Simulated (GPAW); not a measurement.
# ZnS (Wurtzite-6H) (P6_3mc) in GPAW: settings compared

Aim: see how the results for ZnS (Wurtzite-6H) move with the level of theory and the settings. Levels: revPBE, rSCAN. Tasks: Wannier functions, density of states.

Everything below comes from runs of GPAW 26.7.0. Logs are shortened: lines on timing, memory, paths and dates and some standing lists are left out, and cuts for length are marked. The log counts tension as positive stress, the text compression.

**Measured values to compare with.**

From a printed reference work, monograph, for a bulk crystal of ZnS at 4 K: band gap 3.911 eV (direct).

How close the calculation comes is told below.

### Step 1. Starting point

The structure is hexagonal, space group P6_3mc (No. 186). The conventional cell has a = 3.812 Å, b = 3.812 Å, c = 18.690 Å, α = 90.00°, β = 90.00°, γ = 120.00°. Zn (site symmetry 3m) has 4 S at 2.33 to 2.34 Å as nearest neighbours. Zn (site symmetry 3m) is surrounded by 4 S at 2.33 to 2.34 Å. Zn (site symmetry 3m) has 4 S at 2.33 to 2.34 Å as nearest neighbours. S (site symmetry 3m) has 4 Zn at 2.33 to 2.34 Å as nearest neighbours. Around S (site symmetry 3m) lie 4 Zn at 2.33 to 2.34 Å. Around S (site symmetry 3m) lie 4 Zn at 2.33 to 2.34 Å.

### Step 2. Wannier functions, revPBE

The input, run.py:

```python
import json
import numpy as np
from ase import Atoms
from ase.dft.bandgap import bandgap
from ase.dft.wannier import Wannier
from ase.io import write
from ase.units import GPa
from gpaw import GPAW, PW

atoms = Atoms(['Zn', 'Zn', 'Zn', 'Zn', 'Zn', 'Zn', 'S', 'S', 'S', 'S', 'S', 'S'],
              cell=[[3.812, 0.0, 0.0],
                    [-1.906, 3.3012888392, 0.0],
                    [0.0, 0.0, 18.68999]],
              scaled_positions=[[0.3333333333, 0.6666666667, 0.83333],
                                [0.6666666667, 0.3333333333, 0.33333],
                                [0.6666666667, 0.3333333333, 0.66667],
                                [0.3333333333, 0.6666666667, 0.16667],
                                [0.0, 0.0, 0.5],
                                [0.0, 0.0, 0.0],
                                [0.3333333333, 0.6666666667, 0.95833],
                                [0.6666666667, 0.3333333333, 0.45833],
                                [0.6666666667, 0.3333333333, 0.79167],
                                [0.3333333333, 0.6666666667, 0.29167],
                                [0.0, 0.0, 0.625],
                                [0.0, 0.0, 0.125]],
              pbc=True)

calc = GPAW(mode=PW(600),
            xc='revPBE',
            kpts={'size': (3, 3, 1), 'gamma': True},
            occupations={'name': 'fermi-dirac', 'width': 0.1},
            nbands=84,
            convergence={'density': 1e-05, 'energy': 1e-05},
            maxiter=80,
            txt='gpaw.txt')
atoms.calc = calc
energy = atoms.get_potential_energy()
forces = atoms.get_forces()
stress = atoms.get_stress()
calc.write('gs.gpw')
write('result.traj', atoms)
print(f'Energy: {energy:.6f} eV')
print('Forces (eV/A):')
print(forces.round(4))
print('Stress (GPa):', (stress / GPa).round(3))
print('Fermi level:', round(calc.get_fermi_level(), 4), 'eV')
print(f'Gap: {bandgap(calc)[0]:.4f} eV, direct: {bandgap(calc, direct=True)[0]:.4f} eV')

nocc = int(round(calc.get_number_of_electrons() / 2))
full = calc.fixed_density(kpts={'size': (3, 3, 1), 'gamma': True}, symmetry='off', nbands=nocc + 6,
                          convergence={'bands': nocc}, txt='full.txt')
wan, values = None, []
for seed in range(6):  # several starts, since the search can end in a local maximum
    trial = Wannier(nwannier=nocc, calc=full, nbands=nocc, functional='std',
                    initialwannier='scdm' if seed == 0 else 'random', rng=np.random.RandomState(seed))
    trial.localize(tolerance=1e-6)
    values.append(trial.get_functional_value())
    print(f'start {seed}: functional {values[-1]:.5f}', flush=True)
    if values[-1] == max(values):
        wan = trial
wan.localize(step=0.1, tolerance=1e-8)
wan.translate_all_to_cell((0, 0, 0))
centres, spreads = wan.get_centers(), wan.get_spreads()
for x, s in zip(centres, spreads):
    d = np.linalg.norm(atoms.repeat(3).positions - atoms.cell.sum(0) - x, axis=1)
    print(x.round(4), f'spread {s:.4f} A^2, nearest {atoms[d.argmin() % len(atoms)].symbol} at {d.min():.3f} A')
onsite = wan.get_hopping((0, 0, 0)).diagonal().real
print('On-site energies:', onsite.round(4))
json.dump({'centres': centres.tolist(), 'spreads': spreads.tolist(), 'onsite': onsite.tolist(), 'values': values},
          open('wannier.json', 'w'))
```

Potentials or basis: the program's PAW data sets (release 1.2.1) made for this functional, pw.

Started as:

```sh
$ OMP_NUM_THREADS=1 python run.py
```

gpaw.txt:

```text
__  _  _
 | _ |_)|_||  |
 |__||  | ||/\| - 26.7.0

Input parameters:
  mode=PW(ecut=600.0),
  convergence={'density': 1e-05, 'energy': 1e-05},
  kpts=MonkhorstPack(size=(3, 3, 1), gamma=True),
  maxiter=80,
  nbands=84,
  occupations=Occupations(name='fermi-dirac', width=0.1),
  xc=XC(name='revPBE')

Diagonalizing LCAO Hamiltonian
Converting LCAO to pw mode

         S

         Zn
             S

             Zn

       S

       Zn    S

         S   Zn

         Zn

       S

       Zn

Atoms  # Å, Bohr magnetons
|    | symbol |         x |        y |         z |    initial magnetic moments |
|----|--------|-----------|----------|-----------|-----------------------------|
|  0 |     Zn | -0.000000 | 2.200859 | 15.574929 | ( 0.0000,  0.0000,  0.0000) |
|  1 |     Zn |  1.906000 | 1.100430 |  6.229934 | ( 0.0000,  0.0000,  0.0000) |
|  2 |     Zn |  1.906000 | 1.100430 | 12.460056 | ( 0.0000,  0.0000,  0.0000) |
|  3 |     Zn | -0.000000 | 2.200859 |  3.115061 | ( 0.0000,  0.0000,  0.0000) |
|  4 |     Zn |  0.000000 | 0.000000 |  9.344995 | ( 0.0000,  0.0000,  0.0000) |
|  5 |     Zn |  0.000000 | 0.000000 |  0.000000 | ( 0.0000,  0.0000,  0.0000) |
|  6 |      S | -0.000000 | 2.200859 | 17.911178 | ( 0.0000,  0.0000,  0.0000) |
|  7 |      S |  1.906000 | 1.100430 |  8.566183 | ( 0.0000,  0.0000,  0.0000) |
|  8 |      S |  1.906000 | 1.100430 | 14.796304 | ( 0.0000,  0.0000,  0.0000) |
|  9 |      S | -0.000000 | 2.200859 |  5.451309 | ( 0.0000,  0.0000,  0.0000) |
| 10 |      S |  0.000000 | 0.000000 | 11.681244 | ( 0.0000,  0.0000,  0.0000) |
| 11 |      S |  0.000000 | 0.000000 |  2.336249 | ( 0.0000,  0.0000,  0.0000) |

Unit cell  # Å
| periodic |         x |        y |         z |   lengths |     angles |
|----------|-----------|----------|-----------|-----------|------------|
|      yes |  3.812000 | 0.000000 |  0.000000 |  3.812000 |  90.000000 |
|      yes | -1.906000 | 3.301289 |  0.000000 |  3.812000 |  90.000000 |
|      yes |  0.000000 | 0.000000 | 18.689990 | 18.689990 | 120.000000 |

Number of symmetries: 6
Symmetry operations  # r_c * U_cc + t_c -> r_c
|   | kind |            matrix            |
|---|------|------------------------------|
| 0 |  σ   |  1, 1, 0,  0,-1, 0,  0, 0, 1 |
| 1 |  E   |  1, 0, 0,  0, 1, 0,  0, 0, 1 |
| 2 |  C3  |  0, 1, 0, -1,-1, 0,  0, 0, 1 |
| 3 |  σ   |  0,-1, 0, -1, 0, 0,  0, 0, 1 |
| 4 |  σ   | -1, 0, 0,  1, 1, 0,  0, 0, 1 |
| 5 |  C3  | -1,-1, 0,  1, 0, 0,  0, 0, 1 |

BZ-sampling:
  Number of BZ points: 9
  Number of IBZ points: 3

  Monkhorst-Pack size: [3, 3, 1]
  Monkhorst-Pack shift: [0, 0, 0]

K-points  # in reciprocal-cell coordinates
|   |                                coordinates |     weight |
|---|--------------------------------------------|------------|
| 0 | (  0.00000000,   0.00000000,   0.00000000) | 0.11111111 |
| 1 | (  0.33333333,   0.00000000,   0.00000000) | 0.66666667 |
| 2 | (  0.33333333,   0.33333333,   0.00000000) | 0.22222222 |

Plane wave coefficients: 7881
Cutoff: 600.0 eV

Spin-components: 1 (collinear spins)
Bands:           84
Projectors:      66
Spin-degeneracy: 2
Datatype:        complex128

Parallelization:
  kpt:    1
  domain: 1
  band:   1

Density:
  Valence electrons: 108.0
  Components: 1
  Grid points: [ 24  24 108]
  Charge: 0.0  # |e|

Potential:
  Grid points: [ 24  24 108]

species:
  Zn:
    name:    Zinc
    Z:       30.0
    valence: 12
    core:    18
    charge:  0.0  # [|e|]
    compensation charges:
      type: gauss
      rc: 0.37  # [Å]
      lmax: 2
    cutoffs:
      filter: 2.14  # [Å]
      core: 2.28  # [Å]
    projectors
    | kind |    occ | energy [eV] | rcut [Å] |
    |------|--------|-------------|----------|
    |   4s |  2.000 |      -5.896 |    1.286 |
    |   4p |  0.000 |      -1.089 |    1.270 |
    |   3d | 10.000 |     -10.079 |    1.180 |
    |    s |        |      21.315 |    1.286 |
    |    p |        |      26.122 |    1.270 |
    |    d |        |      17.133 |    1.180 |

    Using partial waves for Zn as LCAO basis

  S:
    name:    Sulfur
    Z:       16.0
    valence: 6
    core:    10
    charge:  0.0  # [|e|]
    compensation charges:
      type: gauss
      rc: 0.24  # [Å]
      lmax: 2
    cutoffs:
      filter: 1.77  # [Å]
      core: 1.66  # [Å]
    projectors
    | kind |    occ | energy [eV] | rcut [Å] |
    |------|--------|-------------|----------|
    |   3s |  2.000 |     -17.230 |    0.974 |
    |   3p |  4.000 |      -6.978 |    0.979 |
    |    s |        |       9.981 |    0.974 |
    |    p |        |      20.234 |    0.979 |
    |    d |        |       0.000 |    0.900 |

    Using partial waves for S as LCAO basis

Reference energy: -358355.324491  # eV

eigensolver:
  PPCG
  Converge bands: occupied
  niter=2

density mixing:
  MSR1-Mixer
  Pratt-step length: 0.05
  Maximum mixing coefficient: 0.75
  Old densities: 10
  SVD Regularization: 0.005
  Good broyden scale: 1.0
  Trust region scale: 1.0
  Backstep threshold: 4.0
  History deletion threshold: 6.0
  Fourier metric: weight=20.0, sigma=0.015

occupation numbers:
  Fermi-Dirac:
    width: 0.1000  # eV

poisson solver:
  ecut: 4800.0  # eV

xc functional:
  name: revPBE with 2 nearest neighbor stencil

convergence criteria:
- Maximum integral of absolute [dens]ity change: 1e-05 electrons / valence electron
- Maximum [total energy] change in last 3 cyles: 1e-05 eV / valence electron
- Maximum integral of absolute [eigenst]ate change: 4e-08 eV^2 / valence electron
maximum number of iterations: 80

SCF iterations
|iter     | |      energy | eigst |  dens |
|---------|-|-------------|-------|-------|
|iter:   1| |  -38.708002 | +1.05 |       |
|iter:   2| |  -38.905455 | +0.48 | -1.18 |
|iter:   3| |  -37.556042 | -0.08 | -1.21 |
|iter:   4| |  -37.177531 | -1.01 | -1.57 |
|iter:   5| |  -37.169922 | -1.80 | -1.94 |
|iter:   6| |  -37.183243 | -2.01 | -2.24 |
|iter:   7| |  -37.181788 | -2.61 | -2.79 |
|iter:   8| |  -37.182376 | -3.13 | -3.18 |
|iter:   9| |  -37.182654c| -3.40 | -3.38 |
|iter:  10| |  -37.182682c| -4.21 | -4.00 |
|iter:  11| |  -37.182686c| -4.82 | -4.45 |
|iter:  12| |  -37.182688c| -5.41 | -4.81 |
|iter:  13| |  -37.182688c| -5.97 | -5.09c|
|iter:  14| |  -37.182688c| -6.49 | -5.36c|
|iter:  15| |  -37.182688c| -6.89 | -5.74c|
|iter:  16| |  -37.182688c| -8.04c| -6.20c|

Converged in 16 steps
Energy contributions relative to reference atoms: (reference = -358355.324491)

Energy contributions:
  Kinetic:          76.654237
  Coulomb:         -63.545340
  Zero:              0.318190
  External:          0.000000
  Xc:              -50.609768
  Entropy:          -0.000012
  Spinorbit:         0.000000
  ----------------------------
  Free energy:     -37.182694
  Extrapolated:    -37.182688

dipole moment: (-19.390473, -33.585283, -24.650377)  # |e|*Ang

Fermi level: 5.144
Eigenvalues  # (at kpt = [0.000, 0.000, 0.000])
| band index |      eig [eV] | occ [0-2] |
|------------|---------------|-----------|
|          0 |        -9.221 |     2.000 |
|        ... |               |           |
|         46 |         3.278 |     2.000 |
|         47 |         3.702 |     2.000 |
|         48 |         3.702 |     2.000 |
|         49 |         3.713 |     2.000 |
|         50 |         3.713 |     2.000 |
|         51 |         3.926 |     2.000 |
[... 8 lines left out ...]
|         60 |        10.294 |     0.000 |
|         61 |        10.299 |     0.000 |
|        ... |               |           |
|         83 |        16.048 |     0.000 |

Gap: 2.268 eV
Transition (v -> c):
  (s=0, k=0, n=53, [0.00, 0.00, 0.00]) -> (s=0, k=0, n=54, [0.00, 0.00, 0.00])
No difference between direct/indirect transitions

Forces  # eV/Ang
|        x |       y |        z |
|----------|---------|----------|
| -0.00000 | 0.00000 |  0.05030 |  # Zn   0
|  0.00000 | 0.00000 |  0.05028 |  # Zn   1
|  0.00000 | 0.00000 |  0.05905 |  # Zn   2
| -0.00000 | 0.00000 |  0.05903 |  # Zn   3
|  0.00000 | 0.00000 |  0.04898 |  # Zn   4
| -0.00000 | 0.00000 |  0.04898 |  # Zn   5
|  0.00000 | 0.00000 | -0.08113 |  # S    6
| -0.00000 | 0.00000 | -0.08108 |  # S    7
| -0.00000 | 0.00000 | -0.05119 |  # S    8
| -0.00000 | 0.00000 | -0.05119 |  # S    9
| -0.00000 | 0.00000 | -0.02590 |  # S   10
|  0.00000 | 0.00000 | -0.02594 |  # S   11

Stress tensor  # eV/Ang^3
|         x |         y |         z |
|-----------|-----------|-----------|
| -0.034040 | -0.000000 |  0.000000 |
| -0.000000 | -0.034040 |  0.000000 |
|  0.000000 |  0.000000 | -0.024177 |

# Writing to gs.gpw (mode='')
```

Run time: 5.1 min. Hardware: 1 thread of Arm Neoverse V2, shared host; peak memory 1 GiB.

These settings aren't checked as converged: the numbers below hold their error.

What came out:

| Item | Value |
| --- | --- |
| Free energy | -37.1827 eV |
| Pressure | 4.9 GPa |
| Largest force | 0.081 eV/Å |
| Band gap on the k mesh | 2.27 eV, direct |
| Total Wannier spread | 38.72 Å² over 54 functions |

Caveat: the k mesh is coarse (spacing up to 0.63 Å⁻¹), so the values aren't converged; the cell's inner coordinates are idealised or old, which leaves forces on the atoms.

### Step 3. Density of states, rSCAN

The input, run.py:

```python
import numpy as np
from ase import Atoms
from ase.dft.bandgap import bandgap
from ase.io import write
from ase.units import GPa
from gpaw import GPAW, PW

atoms = Atoms(['Zn', 'Zn', 'Zn', 'Zn', 'Zn', 'Zn', 'S', 'S', 'S', 'S', 'S', 'S'],
              cell=[[3.812, 0.0, 0.0],
                    [-1.906, 3.3012888392, 0.0],
                    [0.0, 0.0, 18.68999]],
              scaled_positions=[[0.3333333333, 0.6666666667, 0.83333],
                                [0.6666666667, 0.3333333333, 0.33333],
                                [0.6666666667, 0.3333333333, 0.66667],
                                [0.3333333333, 0.6666666667, 0.16667],
                                [0.0, 0.0, 0.5],
                                [0.0, 0.0, 0.0],
                                [0.3333333333, 0.6666666667, 0.95833],
                                [0.6666666667, 0.3333333333, 0.45833],
                                [0.6666666667, 0.3333333333, 0.79167],
                                [0.3333333333, 0.6666666667, 0.29167],
                                [0.0, 0.0, 0.625],
                                [0.0, 0.0, 0.125]],
              pbc=True)

calc = GPAW(mode=PW(600),
            xc='MGGA_X_RSCAN+MGGA_C_RSCAN',
            kpts={'size': (5, 5, 1), 'gamma': True},
            occupations={'name': 'fermi-dirac', 'width': 0.05},
            nbands=84,
            convergence={'density': 1e-05, 'energy': 1e-05},
            maxiter=150,
            txt='gpaw.txt')
atoms.calc = calc
energy = atoms.get_potential_energy()
forces = atoms.get_forces()
stress = atoms.get_stress()
calc.write('gs.gpw')
write('result.traj', atoms)
print(f'Energy: {energy:.6f} eV')
print('Forces (eV/A):')
print(forces.round(4))
print('Stress (GPa):', (stress / GPa).round(3))
print('Fermi level:', round(calc.get_fermi_level(), 4), 'eV')
print(f'Gap: {bandgap(calc)[0]:.4f} eV, direct: {bandgap(calc, direct=True)[0]:.4f} eV')

dense = calc.fixed_density(kpts={'size': (7, 7, 1), 'gamma': True}, update_fermi_level=True,
                           nbands=127, convergence={'bands': 'CBM+6.0', 'eigenstates': 1e-6}, txt='dos.txt')
ef = dense.get_fermi_level()
dos = dense.dos(shift_fermi_level=False)
energies = np.linspace(ef - 14, ef + 6, 401)
spins = [None]
columns = [energies] + [dos.raw_dos(energies, spin=s, width=0.2) for s in spins]
for symbol, l in [('S', 0), ('S', 1), ('S', 2), ('Zn', 0), ('Zn', 1), ('Zn', 2)]:
    for s in spins:
        columns.append(sum(dos.raw_pdos(energies, a=a.index, l=l, spin=s, width=0.2)
                           for a in atoms if a.symbol == symbol))
np.savetxt('dos.dat', np.array(columns).T, fmt='%.4f')
print('Fermi level on the dense mesh:', round(ef, 4), 'eV')
```

Potentials or basis: GPAW PAW data sets (gpaw-data 1.2.1), pw.

Started as:

```sh
$ OMP_NUM_THREADS=1 python run.py
```

Wall time 12 min (1 thread of Arm Neoverse V2, shared host); peak memory 0.7 GiB.

It converged, with:

- Free energy: -168.3314 eV
- Pressure: -0.6 GPa
- Largest force: 0.035 eV/Å
- Band gap on the k mesh: 2.70 eV, direct

Forces on the atoms (eV/Å):
```
Zn   0.000  0.000  0.005
Zn   0.000  0.000  0.005
Zn   0.000  0.000  0.016
Zn   0.000  0.000  0.016
Zn   0.000  0.000  0.001
Zn   0.000  0.000  0.001
S    0.000  0.000 -0.035
S    0.000  0.000 -0.035
S    0.000  0.000 -0.008
S    0.000  0.000 -0.009
S    0.000  0.000  0.021
S    0.000  0.000  0.021
```

Levels at points of the mesh, in eV from the valence-band top:
| k point | band 50 | band 51 | band 52 | band 53 | band 54 | band 55 | band 56 | band 57 | band 58 | band 59 |
| --- | --- | --- | --- | --- | --- | --- | --- | --- | --- | --- |
| (0.00, 0.00, 0.00) | -0.25 | -0.25 | -0.02 | 0.00 | 0.00 | 2.70 | 3.71 | 3.77 | 3.84 | 3.89 |

States per cell in windows of 1 eV (zero at the valence-band top; states under -8 eV left out):
```csv
from (eV),total
-8.0,0.00
-7.0,41.78
-6.0,19.29
-5.0,6.82
-4.0,4.09
-3.0,8.81
-2.0,10.53
-1.0,4.57
0.0,0.10
1.0,0.00
2.0,0.04
3.0,0.97
4.0,7.12
5.0,7.40
6.0,6.76
```

Caveat: the k mesh is coarse; the PAW data sets were made with another functional, which shifts forces and pressure a little; the cell's inner coordinates are idealised or old, which leaves forces on the atoms.

### Step 4. How close it comes

Step 3. Measured gap of ZnS: 3.911 eV (direct; 4 K; a printed reference work, monograph). This calculation gives 2.70 eV (-1.21 eV). The value is that of rSCAN, without temperature or zero-point motion.
